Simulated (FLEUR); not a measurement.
# C (Fd-3m) in FLEUR: further runs

Runs on C. Level: LDA exchange alone (X-alpha). Tasks: band structure, equation of state.

All numbers are computed with FLEUR MaX-R8.1 (later development tree); they aren't measurements. Logs are shortened: lines on timing, memory, paths and dates and some standing lists are left out, and cuts for length are marked.

**The experiment to reproduce.**

From “Equation of state of cubic boron nitride at high pressures and temperatures”, 2007, arxiv:cond-mat/0702656, for a bulk crystal of C: bulk modulus 444.8 ± 0.8 GPa.

The runs below are set against these values where they give the same quantity.

## (1) Starting point

Symmetry: Fd-3m, No. 227, cubic system. Conventional cell: a = 3.567 Å, b = 3.567 Å, c = 3.567 Å, α = 90.00°, β = 90.00°, γ = 90.00°. C (site symmetry -43m) has 4 C at 1.54 Å as nearest neighbours.

This isn't the form of C at room conditions, which is graphite.

## (2) Band structure, LDA exchange alone (X-alpha)

Input file inp.xml:

```xml
<?xml version="1.0" encoding="UTF-8" standalone="no"?>
<fleurInput fleurInputVersion="0.39">
   <comment>
      C                                                                                                   
   </comment>
   <calculationSetup>
      <cutoffs Kmax="5.19" Gmax="16.1" GmaxXC="16.1" numbands="0"/>
      <scfLoop itmax="60" minDistance="0.00001" maxIterBroyd="15" imix="Anderson" alpha="0.05" precondParam="0.0" spinf="2.0" sdNocoIR="T"/>
      <coreElectrons ctail="T" frcor="F" kcrel="0" coretail_lmax="0"/>
      <xcFunctional name="x-a" relativisticCorrections="F"/>
      <magnetism jspins="1"/>
      <soc l_soc="F" theta="0.0" phi="0.0" spav="F"/>
      <expertModes spex="0" secvar="F"/>
      <geometryOptimization l_f="F" forcealpha="1.0" forcemix="BFGS" epsdisp="0.00001" epsforce="0.00001"/>
      <ldaU l_linMix="F" mixParam="0.05" spinf="1.0"/>
   </calculationSetup>
   <cell>
      <bzIntegration valenceElectrons="8.0" mode="hist" fermiSmearingEnergy="0.00183747">
         <kPointListSelection listName="default-1"/>
         <!-- k-points included here -->
         <xi:include xmlns:xi="http://www.w3.org/2001/XInclude" href="kpts.xml"> </xi:include>
      </bzIntegration>
      <!-- symmetry operations included here -->
      <xi:include xmlns:xi="http://www.w3.org/2001/XInclude" href="sym.xml"> </xi:include>
      <bulkLattice scale="1.0">
         <bravaisMatrix>
            <row-1>    0.0000000000000000     3.3700808788279017     3.3700808788279017</row-1>
            <row-2>    3.3700808788279017     0.0000000000000000     3.3700808788279017</row-2>
            <row-3>    3.3700808788279017     3.3700808788279017     0.0000000000000000</row-3>
         </bravaisMatrix>
      </bulkLattice>
   </cell>
   <atomSpecies>
      <species name="Carbon (C)" element="C" atomicNumber="6">
         <mtSphere radius="1.35" gridPoints="447" logIncrement="0.023"/>
         <atomicCutoffs lmax="8" lnonsphr="6"/>
         <electronConfig flipSpins="F">
            <coreConfig>(1s1/2)</coreConfig>
            <valenceConfig>(2s1/2) (2p1/2) (2p3/2)</valenceConfig>
            <stateOccupation state="(2p1/2)" spinUp="0.333333" spinDown="0.333333"/>
            <stateOccupation state="(2p3/2)" spinUp="0.666667" spinDown="0.666667"/>
         </electronConfig>
         <energyParameters s="2" p="2" d="3" f="4"/>
         <lo type="SCLO" l="0" n="2" eDeriv="2"/>
         <lo type="SCLO" l="1" n="2" eDeriv="2"/>
         <lo type="SCLO" l="2" n="3" eDeriv="2"/>
      </species>
   </atomSpecies>
   <atomGroups>
      <atomGroup species="Carbon (C)">
         <relPos label="                   1">-3.000/8.000 -3.000/8.000 -3.000/8.000</relPos>
         <relPos label="                   2">3.000/8.000 3.000/8.000 3.000/8.000</relPos>
         <force calculate="T" relaxXYZ="TTT"/>
      </atomGroup>
   </atomGroups>
   <output dos="F" band="F" slice="F">
      <checks vchk="F" cdinf="F"/>
      <bandDOS minEnergy="-.5*Htr" maxEnergy="0.5*Htr" sigma="0.015" storeEVData="T"/>
      <vacuumDOS vacdos="F" integ="F" star="F" nstars="0" locx1="0.0" locy1="0.0" locx2="0.0" locy2="0.0" nstm="0" tworkf="0.0"/>
      <unfoldingBand unfoldBand="F" supercellX="1" supercellY="1" supercellZ="1"/>
      <plotting iplot="0" polar="F">
         <plot TwoD="T" vec1="  1.0  0.0  0.0" vec2="  0.0  1.0  0.0" vec3="  0.0  0.0  1.0" zero="  0.0  0.0  0.0" file="plot"/>
      </plotting>
      <chargeDensitySlicing numkpt="0" minEigenval="0.0" maxEigenval="0.0" nnne="0" pallst="F"/>
      <specialOutput eonly="F"/>
      <moessbauerParams electricFieldGradient="T" isomerShift="T" coreHyperfine="T" valenceHyperfine="T"/>
      <magneticCircularDichroism mcd="F" energyLo="-10.0" energyUp="0.0"/>
   </output>
  <!-- We include the file relax.xml here to enable relaxations (see documentation) -->
  <xi:include xmlns:xi="http://www.w3.org/2001/XInclude" href="relax.xml"> <xi:fallback/> </xi:include>
</fleurInput>
```

Input file crystal.txt:

```
C
&input cartesian=F /
0.0000000000  1.7833700000  1.7833700000
1.7833700000  0.0000000000  1.7833700000
1.7833700000  1.7833700000  0.0000000000
1.8897261246
1.0 1.0 1.0

2
6 0.7500000000  0.7500000000  0.7500000000
6 0.5000000000  0.5000000000  0.5000000000

&kpt div1=13 div2=13 div3=13 gamma=T /
```

Input file inp.xml (bands):

```
<?xml version="1.0" encoding="UTF-8" standalone="no"?>
<fleurInput fleurInputVersion="0.39">
   <comment>
      C                                                                                                   
   </comment>
   <calculationSetup>
      <cutoffs Kmax="5.19" Gmax="16.1" GmaxXC="16.1" numbands="0"/>
      <scfLoop itmax="60" minDistance="0.00001" maxIterBroyd="15" imix="Anderson" alpha="0.05" precondParam="0.0" spinf="2.0" sdNocoIR="T"/>
      <coreElectrons ctail="T" frcor="F" kcrel="0" coretail_lmax="0"/>
      <xcFunctional name="x-a" relativisticCorrections="F"/>
      <magnetism jspins="1"/>
      <soc l_soc="F" theta="0.0" phi="0.0" spav="F"/>
      <expertModes spex="0" secvar="F"/>
      <geometryOptimization l_f="F" forcealpha="1.0" forcemix="BFGS" epsdisp="0.00001" epsforce="0.00001"/>
      <ldaU l_linMix="F" mixParam="0.05" spinf="1.0"/>
   </calculationSetup>
   <cell>
      <bzIntegration valenceElectrons="8.0" mode="hist" fermiSmearingEnergy="0.00183747">
         <kPointListSelection listName="path-1"/>
         <!-- k-points included here -->
         <xi:include xmlns:xi="http://www.w3.org/2001/XInclude" href="kpts.xml"> </xi:include>
      </bzIntegration>
      <!-- symmetry operations included here -->
      <xi:include xmlns:xi="http://www.w3.org/2001/XInclude" href="sym.xml"> </xi:include>
      <bulkLattice scale="1.0">
         <bravaisMatrix>
            <row-1>    0.0000000000000000     3.3700808788279017     3.3700808788279017</row-1>
            <row-2>    3.3700808788279017     0.0000000000000000     3.3700808788279017</row-2>
            <row-3>    3.3700808788279017     3.3700808788279017     0.0000000000000000</row-3>
         </bravaisMatrix>
      </bulkLattice>
   </cell>
   <atomSpecies>
      <species name="Carbon (C)" element="C" atomicNumber="6">
         <mtSphere radius="1.35" gridPoints="447" logIncrement="0.023"/>
         <atomicCutoffs lmax="8" lnonsphr="6"/>
         <electronConfig flipSpins="F">
            <coreConfig>(1s1/2)</coreConfig>
            <valenceConfig>(2s1/2) (2p1/2) (2p3/2)</valenceConfig>
            <stateOccupation state="(2p1/2)" spinUp="0.333333" spinDown="0.333333"/>
            <stateOccupation state="(2p3/2)" spinUp="0.666667" spinDown="0.666667"/>
         </electronConfig>
         <energyParameters s="2" p="2" d="3" f="4"/>
         <lo type="SCLO" l="0" n="2" eDeriv="2"/>
         <lo type="SCLO" l="1" n="2" eDeriv="2"/>
         <lo type="SCLO" l="2" n="3" eDeriv="2"/>
      </species>
   </atomSpecies>
   <atomGroups>
      <atomGroup species="Carbon (C)">
         <relPos label="                   1">-3.000/8.000 -3.000/8.000 -3.000/8.000</relPos>
         <relPos label="                   2">3.000/8.000 3.000/8.000 3.000/8.000</relPos>
         <force calculate="T" relaxXYZ="TTT"/>
      </atomGroup>
   </atomGroups>
   <output dos="F" band="T" slice="F">
      <checks vchk="F" cdinf="F"/>
      <bandDOS minEnergy="-.5*Htr" maxEnergy="0.5*Htr" sigma="0.015" storeEVData="T"/>
      <vacuumDOS vacdos="F" integ="F" star="F" nstars="0" locx1="0.0" locy1="0.0" locx2="0.0" locy2="0.0" nstm="0" tworkf="0.0"/>
      <unfoldingBand unfoldBand="F" supercellX="1" supercellY="1" supercellZ="1"/>
      <plotting iplot="0" polar="F">
         <plot TwoD="T" vec1="  1.0  0.0  0.0" vec2="  0.0  1.0  0.0" vec3="  0.0  0.0  1.0" zero="  0.0  0.0  0.0" file="plot"/>
      </plotting>
      <chargeDensitySlicing numkpt="0" minEigenval="0.0" maxEigenval="0.0" nnne="0" pallst="F"/>
      <specialOutput eonly="F"/>
      <moessbauerParams electricFieldGradient="T" isomerShift="T" coreHyperfine="T" valenceHyperfine="T"/>
      <magneticCircularDichroism mcd="F" energyLo="-10.0" energyUp="0.0"/>
   </output>
  <!-- We include the file relax.xml here to enable relaxations (see documentation) -->
  <xi:include xmlns:xi="http://www.w3.org/2001/XInclude" href="relax.xml"> <xi:fallback/> </xi:include>
</fleurInput>
```

Potentials or basis: all-electron, FLAPW.

Started as:

```sh
> inpgen -f crystal.txt -profile fastHighL
> # inp.xml edited to the form shown
> fleur_MPI
> fleur_MPI   # second run, on inp.xml (bands)
```

Output:

```text
Welcome to FLEUR        (www.flapw.de)
      MaX-Release 8.1          (www.max-centre.eu)

 ========== k-point set info ==========
 Selected k-point list: default-1
 k-point list type: mesh
 13 x 13 x 13
 Number of k points: 84

 ------------Calculation Setup---------------------------
 Number of MPI-tasks      :            1
 Number of PE/node        :            1
 Number of OMP-threads    :            1
 Most efficient MPI parallelization for:
           1           2           3           4           6           7          12          14          21          28          42          84
 Additional eigenvalue parallelization possible
 Number of basis functions:          220
 Approximate size of matrices (H+S) per k-point:         0.001 GB
 --------------------------------------------------------
 Iteration:     1   Distance:      26.97566771 me/bohr^3
 Iteration:     2   Distance:      25.37948260 me/bohr^3
 Iteration:     3   Distance:       4.29924089 me/bohr^3
 Iteration:     4   Distance:       2.01164903 me/bohr^3
 Iteration:     5   Distance:       0.27355001 me/bohr^3
 Iteration:     6   Distance:       0.05303325 me/bohr^3
 Iteration:     7   Distance:       0.00922694 me/bohr^3
 Iteration:     8   Distance:       0.00060272 me/bohr^3
 Iteration:     9   Distance:       0.00025352 me/bohr^3
 Iteration:    10   Distance:       0.00000303 me/bohr^3

 ********************************************************************
 Run finished successfully
 Stop message:
   all done
 ********************************************************************
```

output (bands):

```text
Welcome to FLEUR        (www.flapw.de)
      MaX-Release 8.1          (www.max-centre.eu)

 ========== k-point set info ==========
 Selected k-point list: path-1
 k-point list type: path
 Number of k points: 60

 ------------Calculation Setup---------------------------
 Number of MPI-tasks      :            1
 Number of PE/node        :            1
 Number of OMP-threads    :            1
 Most efficient MPI parallelization for:
           1           2           3           4           5           6          10          12          15          20          30          60
 Additional eigenvalue parallelization possible
 Number of basis functions:          220
 Approximate size of matrices (H+S) per k-point:         0.001 GB
 --------------------------------------------------------
 Fermi energy correction for insulators:
 No automatic correction of the Fermi energy has been performed.

 Note: Band structure data (together with different weights) is also stored in the banddos.hdf file.
       A convenient way of extracting and plotting the data from that file is by making use of the

 ********************************************************************
 Run finished successfully
 Stop message:
   Charge density postprocessing done.
 ********************************************************************
```

out.xml (last iteration):

```text
<iteration numberForCurrentRun="   10" overallNumber="   10">
         <energyParameters units="Htr">
            <atomicEP atomType="1" spin="1" branch="2s" branchLowest="-9.13" branchHighest="2.83" value="-0.2023286792"/>
            <atomicEP atomType="1" spin="1" branch="2p" branchLowest="-9.99" branchHighest="2.37" value="-0.0065557274"/>
            <atomicEP atomType="1" spin="1" branch="3d" branchLowest="-9.99" branchHighest="6.99" value="0.1976872386"/>
            <atomicEP atomType="1" spin="1" branch="4f" branchLowest="-9.99" branchHighest="11.68" value="0.3575030978"/>
            <loAtomicEP atomType="1" spin="1" branch="2s" branchLowest="-9.13" branchHighest="2.83" value="-0.2023286792"/>
            <loAtomicEP atomType="1" spin="1" branch="2p" branchLowest="-9.99" branchHighest="2.37" value="-0.0065691512"/>
            <loAtomicEP atomType="1" spin="1" branch="3d" branchLowest="-9.99" branchHighest="6.99" value="0.1976887952"/>
         </energyParameters>
         <eigenvalues>
            <eigenvaluesAt spin="1" ikpt="1" k_x="0.00000000" k_y="0.00000000" k_z="0.00000000">
                      -0.2783001347        0.5078314722        0.5078314722        0.5078314722        0.7101990236
                       0.7101990236        0.7101990236
            </eigenvaluesAt>
            <eigenvaluesAt spin="1" ikpt="2" k_x="0.00000000" k_y="0.00000000" k_z="0.07692308">
                      -0.2722737231        0.4687650516        0.4975165017        0.4975165017        0.7236367435
                       0.7236367435        0.7334892038
            </eigenvaluesAt>
            <eigenvaluesAt spin="1" ikpt="3" k_x="0.00000000" k_y="0.00000000" k_z="0.15384615">
                      -0.2542500928        0.3856667520        0.4743321584        0.4743321584        0.7539827766
                       0.7539827766        0.7721059479
            </eigenvaluesAt>
            <eigenvaluesAt spin="1" ikpt="4" k_x="0.00000000" k_y="0.00000000" k_z="0.23076923">
                      -0.2244219510        0.2903552063        0.4493001046        0.4493001046        0.7844310569
                       0.7844310569        0.8019047852
            </eigenvaluesAt>
         </eigenvalues>
         <bandgap value="4.0107294142" units="eV"/>
         <sumValenceSingleParticleEnergies value="1.4333576304" units="Htr"/>
         <FermiEnergy value="0.5078314722" units="Htr"/>
         <valenceDensity>
            <mtCharges spin="1">
               <mtCharge atomType="1" total="2.0868700" s="0.6397763" p="1.4117137" d="0.0316937" f="0.0030508"/>
            </mtCharges>
            <spinDependentCharge spin="1" total="8.0000000" interstitial="3.8262601" mtSpheres="4.1737399"/>
            <totalCharge value="8.0000000000"/>
         </valenceDensity>
         <coreStates atomType="     1" atomicNumber="  6" spin="1" kinEnergy="     31.4122376736" eigValSum="    -18.2589925388" lostElectrons=" 0.000199">
            <state n="1" l="0" j="0.5" energy="-9.1294962694" weight="1.0000000000"/>
         </coreStates>
         <allElectronCharges>
            <spinDependentCharge spin="1" total="12.0000000" interstitial="3.8266545" mtSpheres="8.1733455"/>
            <totalCharge value="11.9999999964"/>
         </allElectronCharges>
         <moessbauerParams unitsHFF="kG" unitsIS="e/bohr^3" unitsEFG="Htr/bohr^2">
            <coreIsomerShift atomType="1" isTotal="121.51613">
               <shell n="1" l="0" isomerShift="121.51613"/>
            </coreIsomerShift>
            <isomerShift atomType="1" nucleusRadius="0.0000541" averageDensity="125.90090"/>
            <electricFieldGradient atomType="1" VXX="0.00000" VYY="0.00000" VZZ="0.00000" asymParam="0.00000">
            </electricFieldGradient>
         </moessbauerParams>
         <totalEnergy                                    value="      -74.8246174792" units="Htr">
            <sumOfEigenvalues                            value="      -35.0846274472">
               <coreElectrons value="-36.5179850776"/>
               <valenceElectrons value="1.4333576304"/>
            </sumOfEigenvalues>
            <densityCoulombPotentialIntegral value="-97.4513829720"/>
            <densityEffectivePotentialIntegral value="-110.0242943709"/>
            <chargeDenXCDenIntegral value="-9.4296835493"/>
            <FockExchangeEnergyValence value="0.0000000000"/>
            <FockExchangeEnergyCore value="0.0000000000"/>
            <atomTypeDependentContributions atomType="1">
               <electronNucleiInteractionDifferentMTs value="82.8344187628"/>
               <MadelungTerm value="-8.7744906048"/>
            </atomTypeDependentContributions>
            <tkbTimesEntropy value="0.0000000000"/>
            <freeEnergy value="-74.8246174792"/>
            <extrapolationTo0K value="-74.8246174792"/>
         </totalEnergy>
         <densityConvergence units="me/bohr^3">
            <chargeDensity spin="1" distance="0.0000030296"/>
         </densityConvergence>
      </iteration>
```

Run time: 10 s. Hardware: 1 thread of Arm Neoverse V1, shared host; peak memory 0.04 GiB.

What came out:

| Quantity | Value |
| --- | --- |
| Free energy | -2036.0816 eV |
| Band gap on the k mesh | 4.01 eV, indirect (least direct gap 5.51 eV) |
| Band gap along the path | 4.00 eV, indirect (least direct gap 5.51 eV) |
| Valence electrons inside the program's atomic spheres | C 2.09 (radii C 1.35 bohr) |

Levels at the corners of the path, in eV from the valence-band top:
```csv
point,band 1,band 2,band 3,band 4,band 5,band 6,band 7
Γ,-21.39,0.00,0.00,0.00,5.51,5.51,5.51
X,-12.66,-12.66,-6.33,-6.33,4.59,4.59,16.64
W,-11.81,-11.81,-8.43,-8.43,10.35,10.35,12.32
K,-12.80,-11.63,-9.44,-5.39,5.51,10.58,14.23
Γ,-21.39,0.00,0.00,0.00,5.51,5.51,5.51
L,-15.52,-13.44,-2.80,-2.80,8.33,8.33,8.97
U,-12.80,-11.63,-9.44,-5.39,5.51,10.58,14.23
W,-11.81,-11.81,-8.43,-8.43,10.35,10.35,12.32
L,-15.52,-13.44,-2.80,-2.80,8.33,8.33,8.97
K,-12.80,-11.63,-9.44,-5.39,5.51,10.58,14.23
U,-12.80,-11.63,-9.44,-5.39,5.51,10.58,14.23
X,-12.66,-12.66,-6.33,-6.33,4.59,4.59,16.64
```

Core levels (eV from the Fermi level):
```
atom        levels
 1 C  1s1/2 -262.2
 2 C  1s1/2 -262.2
```

## (3) Equation of state, LDA exchange alone (X-alpha), 5.33 Å³/atom (volume scaled by 0.94)

inp.xml: that of step 2 with these lines changed.

```diff
@@ -6,3 +6,3 @@
    <calculationSetup>
-      <cutoffs Kmax="5.19" Gmax="16.1" GmaxXC="16.1" numbands="0"/>
+      <cutoffs Kmax="5.34" Gmax="16.6" GmaxXC="16.6" numbands="0"/>
       <scfLoop itmax="60" minDistance="0.00001" maxIterBroyd="15" imix="Anderson" alpha="0.05" precondParam="0.0" spinf="2.0" sdNocoIR="T"/>
@@ -24,3 +24,3 @@
       <xi:include xmlns:xi="http://www.w3.org/2001/XInclude" href="sym.xml"> </xi:include>
-      <bulkLattice scale="1.0">
+      <bulkLattice scale="0.9795861087">
          <bravaisMatrix>
@@ -34,3 +34,3 @@
       <species name="Carbon (C)" element="C" atomicNumber="6">
-         <mtSphere radius="1.35" gridPoints="447" logIncrement="0.023"/>
+         <mtSphere radius="1.31" gridPoints="447" logIncrement="0.023"/>
          <atomicCutoffs lmax="8" lnonsphr="6"/>
```

Potentials or basis: all-electron, FLAPW.

Started as:

```sh
> inpgen -f crystal.txt -profile fastHighL
> # inp.xml edited to the form shown
> fleur_MPI
```

Wall time 9.4 s (1 thread of Arm Neoverse V1, shared host); peak memory 0.08 GiB.

Results (log left out):

| Property | Result |
| --- | --- |
| Free energy | -2035.9936 eV |
| Band gap on the k mesh | 4.16 eV, indirect (least direct gap 5.68 eV) |
| Valence electrons inside the program's atomic spheres | C 2.01 (radii C 1.31 bohr) |

Caveat: an odd mesh through Γ misses points on the zone boundary, where band edges often lie.

## (4) Equation of state, LDA exchange alone (X-alpha), 5.44 Å³/atom (volume scaled by 0.96)

inp.xml: that of step 3 with these lines changed.

```diff
@@ -24,3 +24,3 @@
       <xi:include xmlns:xi="http://www.w3.org/2001/XInclude" href="sym.xml"> </xi:include>
-      <bulkLattice scale="0.9795861087">
+      <bulkLattice scale="0.9864848297">
          <bravaisMatrix>
```

Started as:

```sh
> inpgen -f crystal.txt -profile fastHighL
> # inp.xml edited to the form shown
> fleur_MPI
```

Wall time 9.7 s (1 thread of Arm Neoverse V1, shared host); peak memory 0.08 GiB.

It converged, with:

| Item | Value |
| --- | --- |
| Free energy | -2036.0377 eV |
| Band gap on the k mesh | 4.11 eV, indirect (least direct gap 5.62 eV) |
| Valence electrons inside the program's atomic spheres | C 1.99 (radii C 1.31 bohr) |

Caveat: an odd mesh through Γ misses points on the zone boundary, where band edges often lie.

## (5) Equation of state, LDA exchange alone (X-alpha), 5.67 Å³/atom

inp.xml: that of step 4 with these lines changed.

```diff
@@ -24,3 +24,3 @@
       <xi:include xmlns:xi="http://www.w3.org/2001/XInclude" href="sym.xml"> </xi:include>
-      <bulkLattice scale="0.9864848297">
+      <bulkLattice scale="1.0000000000">
          <bravaisMatrix>
```

Started as:

```sh
> inpgen -f crystal.txt -profile fastHighL
> # inp.xml edited to the form shown
> fleur_MPI
```

It took 10 s on 1 thread of Arm Neoverse V1, shared host; peak memory 0.08 GiB.

The run converged. Its results:

| Property | Result |
| --- | --- |
| Free energy | -2036.0818 eV |
| Band gap on the k mesh | 4.01 eV, indirect (least direct gap 5.50 eV) |
| Valence electrons inside the program's atomic spheres | C 1.95 (radii C 1.31 bohr) |

Caveat: an odd mesh through Γ misses points on the zone boundary, where band edges often lie.

(Continued in part 2 of 2.)
